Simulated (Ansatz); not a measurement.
Write the native input for Ansatz 0.2.0 that does the following.

| Property | Result |
| --- | --- |
| Task | phonons |
| Functional | PBEsol |
| Potentials or basis | Ansatz PAW |
| Cutoff | 420 eV (not typed: the program's choice for these potentials) |
| k mesh | 10 × 10 × 6 |
| Occupations | gaussian, width 0.01 eV |
| Spin | collinear spin, ferromagnetic start |
| Starting moments | [1.0, 0.0, 0.0] μB |

NiO2:

```
Ni O
1.0
     2.79878    0.00000    0.00000
    -1.39939    2.42382    0.00000
     0.00000    0.00000    4.61827
Ni O
1 2
Cartesian
  0.0000 0.0000 2.3091
  0.0000 1.6159 1.3576
  1.3994 0.8079 3.2607
```

The cell comes from a database or a generator and needn't be the stable form of this composition.

One way to write it, as run:

input.yaml

```yaml
crystal:
  lattice:
    - [2.798781865, 0.0, 0.0]
    - [-1.3993909325, 2.4238161948, 0.0]
    - [0.0, 0.0, 4.618273]
  atoms:
    - { symbol: Ni, position: [0.0, 0.0, 0.5], spin: 1.0 }
    - { symbol: O, position: [0.3333333333, 0.6666666667, 0.293961] }
    - { symbol: O, position: [0.6666666667, 0.3333333333, 0.706039] }
hamiltonian:
  xc: pbesol
  pseudopotentials: { kind: paw }
magnetization:
  spin_polarized: true
kpoints:
  mp_grid: { grid: [10, 10, 6] }
scf:
  occupations: { method: gaussian, width: 0.01 }
phonons:
  method: dfpt
  dielectric: true
  rigid_motions: translations
```

Potentials or basis: Ansatz PAW.

Launch:

```sh
$ ansatz run input.yaml --threads 2 --pin off --max-ram 5632MiB --backend cpu --events-out ev --progress --plain --runs-dir out
```

Results of the run:

```yaml
Band_gap_on_the_k_mesh: 0.91 eV, indirect (least direct gap 1.23 eV)
Net_moment: 0.00 μB per cell
Absolute_moment: 0.00 μB per cell
Electronic_dielectric_tensor_diagonal: 15.28, 15.28, 4.24
Born_charges_mean_of_the_diagonal: Ni +2.64; O -1.32 e
Highest_phonon_frequency_at_Γ_LO-TO_splitting_left_out: 634 cm⁻¹
Static_dielectric_tensor_diagonal: 18.71, 18.71, 4.29
```

Run time: 2.5 min on 2 threads of Arm Neoverse V2, on a shared host, peak memory 1.7 GiB.
